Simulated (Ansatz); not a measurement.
# 64-atom supercell of zincblende AlAs

What do PBEsol, HSE06 and r²SCAN give for the perfect crystal in this cell, and at what cost?

Method: density functional theory in Ansatz 0.2.0, PAW datasets, plane waves.

## (1) The starting cell

64 atoms (32 Al, 32 As); a = 11.348 Å, b = 11.348 Å, c = 11.348 Å, α = 90.00°, β = 90.00°, γ = 90.00°.

Plan of the steps: (2) PBEsol single point at the single k point (¼, ¼, ¼), on 1 × NVIDIA GB300 with 8 threads of Arm Neoverse-V2; (3) HSE06 single point at the single k point (¼, ¼, ¼), on 1 × NVIDIA GB300 with 8 threads of Arm Neoverse-V2; (4) r²SCAN single point at the single k point (¼, ¼, ¼), on 1 × NVIDIA GB300 with 8 threads of Arm Neoverse-V2.

## (2) PBEsol on the given atoms

Contents of in.yaml:

```yaml
crystal:
  lattice:
    - [11.348197, 0.000000, 0.000000]
    - [0.000000, 11.348197, 0.000000]
    - [0.000000, 0.000000, 11.348197]
  atoms:
    - { symbol: Al, position: [0.000000, 0.000000, 0.000000] }
    - { symbol: Al, position: [0.000000, 0.000000, 0.500000] }
    - { symbol: Al, position: [0.000000, 0.500000, 0.000000] }
    - { symbol: Al, position: [0.000000, 0.500000, 0.500000] }
    - { symbol: Al, position: [0.500000, 0.000000, 0.000000] }
    - { symbol: Al, position: [0.500000, 0.000000, 0.500000] }
    - { symbol: Al, position: [0.500000, 0.500000, 0.000000] }
    - { symbol: Al, position: [0.500000, 0.500000, 0.500000] }
    - { symbol: Al, position: [0.250000, 0.250000, 0.000000] }
    - { symbol: Al, position: [0.250000, 0.250000, 0.500000] }
    - { symbol: Al, position: [0.250000, 0.750000, 0.000000] }
    - { symbol: Al, position: [0.250000, 0.750000, 0.500000] }
    - { symbol: Al, position: [0.750000, 0.250000, 0.000000] }
    - { symbol: Al, position: [0.750000, 0.250000, 0.500000] }
    - { symbol: Al, position: [0.750000, 0.750000, 0.000000] }
    - { symbol: Al, position: [0.750000, 0.750000, 0.500000] }
    - { symbol: Al, position: [0.250000, 0.000000, 0.250000] }
    - { symbol: Al, position: [0.250000, 0.000000, 0.750000] }
    - { symbol: Al, position: [0.250000, 0.500000, 0.250000] }
    - { symbol: Al, position: [0.250000, 0.500000, 0.750000] }
    - { symbol: Al, position: [0.750000, 0.000000, 0.250000] }
    - { symbol: Al, position: [0.750000, 0.000000, 0.750000] }
    - { symbol: Al, position: [0.750000, 0.500000, 0.250000] }
    - { symbol: Al, position: [0.750000, 0.500000, 0.750000] }
    - { symbol: Al, position: [0.000000, 0.250000, 0.250000] }
    - { symbol: Al, position: [0.000000, 0.250000, 0.750000] }
    - { symbol: Al, position: [0.000000, 0.750000, 0.250000] }
    - { symbol: Al, position: [0.000000, 0.750000, 0.750000] }
    - { symbol: Al, position: [0.500000, 0.250000, 0.250000] }
    - { symbol: Al, position: [0.500000, 0.250000, 0.750000] }
    - { symbol: Al, position: [0.500000, 0.750000, 0.250000] }
    - { symbol: Al, position: [0.500000, 0.750000, 0.750000] }
    - { symbol: As, position: [0.125000, 0.125000, 0.125000] }
    - { symbol: As, position: [0.125000, 0.125000, 0.625000] }
    - { symbol: As, position: [0.125000, 0.625000, 0.125000] }
    - { symbol: As, position: [0.125000, 0.625000, 0.625000] }
    - { symbol: As, position: [0.625000, 0.125000, 0.125000] }
    - { symbol: As, position: [0.625000, 0.125000, 0.625000] }
    - { symbol: As, position: [0.625000, 0.625000, 0.125000] }
    - { symbol: As, position: [0.625000, 0.625000, 0.625000] }
    - { symbol: As, position: [0.375000, 0.375000, 0.125000] }
    - { symbol: As, position: [0.375000, 0.375000, 0.625000] }
    - { symbol: As, position: [0.375000, 0.875000, 0.125000] }
    - { symbol: As, position: [0.375000, 0.875000, 0.625000] }
    - { symbol: As, position: [0.875000, 0.375000, 0.125000] }
    - { symbol: As, position: [0.875000, 0.375000, 0.625000] }
    - { symbol: As, position: [0.875000, 0.875000, 0.125000] }
    - { symbol: As, position: [0.875000, 0.875000, 0.625000] }
    - { symbol: As, position: [0.375000, 0.125000, 0.375000] }
    - { symbol: As, position: [0.375000, 0.125000, 0.875000] }
    - { symbol: As, position: [0.375000, 0.625000, 0.375000] }
    - { symbol: As, position: [0.375000, 0.625000, 0.875000] }
    - { symbol: As, position: [0.875000, 0.125000, 0.375000] }
    - { symbol: As, position: [0.875000, 0.125000, 0.875000] }
    - { symbol: As, position: [0.875000, 0.625000, 0.375000] }
    - { symbol: As, position: [0.875000, 0.625000, 0.875000] }
    - { symbol: As, position: [0.125000, 0.375000, 0.375000] }
    - { symbol: As, position: [0.125000, 0.375000, 0.875000] }
    - { symbol: As, position: [0.125000, 0.875000, 0.375000] }
    - { symbol: As, position: [0.125000, 0.875000, 0.875000] }
    - { symbol: As, position: [0.625000, 0.375000, 0.375000] }
    - { symbol: As, position: [0.625000, 0.375000, 0.875000] }
    - { symbol: As, position: [0.625000, 0.875000, 0.375000] }
    - { symbol: As, position: [0.625000, 0.875000, 0.875000] }
  symmetry: { detect: false }
kpoints:
  mp_grid: { grid: [1, 1, 1], shift: [0.25, 0.25, 0.25] }
hamiltonian:
  xc: pbesol
scf:
  occupations: { method: fermi_dirac, width: 0.01 }
output:
  forces: true
  eigenvalues: true
  stress: true
  populations: true
  eigenstates: { kpoints: [[0.25, 0.25, 0.25]], e_range: [-6.0, 6.0], localisation: true }
```

## (3) HSE06 on the same atoms

Changes to in.yaml since step 2:

```diff
@@ -74,3 +74,3 @@
 hamiltonian:
-  xc: pbesol
+  xc: hse06
 scf:
@@ -80,3 +80,2 @@
   eigenvalues: true
-  stress: true
   populations: true
```

## (4) Single point with r²SCAN

Changes to in.yaml since step 3:

```diff
@@ -74,3 +74,3 @@
 hamiltonian:
-  xc: hse06
+  xc: r2scan
 scf:
```

Before running it: what results should come out? Wanted: for each run, top filled to lowest empty; energy; pressure.

**Answer**, as computed:

| level | time | top filled to lowest empty (eV) | energy (eV/atom) | pressure (GPa) |
| --- | --- | --- | --- | --- |
| PBEsol | 8.7 s (GPU) | 1.95 | -2669.2212 | 0.03 |
| HSE06 | 46 s (GPU) | 2.75 | -2698.1665 | - |
| r²SCAN | 14 s (GPU) | 2.44 | -2703.1220 | - |

**What this shows.** At the same k points, PBEsol gives a spacing 0.80 eV smaller and r²SCAN gives a spacing 0.31 eV smaller than the 2.75 eV of HSE06. Exact exchange costs time: HSE06 ran about 5.3 times as long as PBEsol on the same kind of device. No spin–orbit coupling is included; with elements this heavy it would shift the edges. With one k point the spacing samples only the states that fold onto it, so it can exceed the gap over the zone.
